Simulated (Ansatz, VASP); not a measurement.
## C: VASP beside Ansatz

```
C
1.0
     2.54642    0.05982   -0.05290
    -1.22140    2.09798   -0.04583
    -0.26086   -0.41154   12.85169
C
12
Direct
  0.07215 0.27452 0.18853
  0.22220 0.10534 0.68708
  0.11136 0.22801 0.31293
  0.26095 0.05879 0.81146
  0.50545 0.82823 0.52087
  0.34444 0.99880 0.02097
  0.98844 0.33451 0.97903
  0.82832 0.50510 0.47913
  0.54510 0.78215 0.64534
  0.39477 0.95078 0.14673
  0.93823 0.38256 0.85326
  0.78858 0.55120 0.35467
```

Change from the starting cell: all atoms moved at random, sigma 0.4 Å a component, cell strained at random, sigma 0.03; relaxed back.

Alike in both runs: functional PBE; k mesh 12 × 12 × 2; occupations gaussian, width 0.05 eV; no spin polarisation.

Ansatz relaxed the structure, and its values are those at the end. VASP's run is a single point on that final structure, the one shown.

|  | VASP | Ansatz |
| --- | --- | --- |
| version | VASP 6.6.1 | Ansatz 0.2.0 |
| potentials or method | VASP PAW PBE potentials, release 64 (C) | scalar-relativistic, plane waves, PAW |
| plane-wave cutoff (eV) | 520 | 420 |
| valence electrons in the cell | 48 | 48 |

Ansatz gave:

| Item | Value |
| --- | --- |
| gap on the k mesh at the Fermi level (eV) | 1.63 |
| least direct gap on the mesh (eV) | 3.44 |
| pressure (GPa) | -3.3 |
| rms of the force components (eV/Å) | 0.002 |

Q: What did VASP give for the same quantities?

A: gap on the k mesh at the Fermi level (eV): 1.62; least direct gap on the mesh (eV): 3.44; pressure (GPa): -2.7; rms of the force components (eV/Å): 0.014.

The functional is the same, so the differences come from potentials, cutoffs and numerics. Ansatz warned: «stress_scf_threshold_loose».
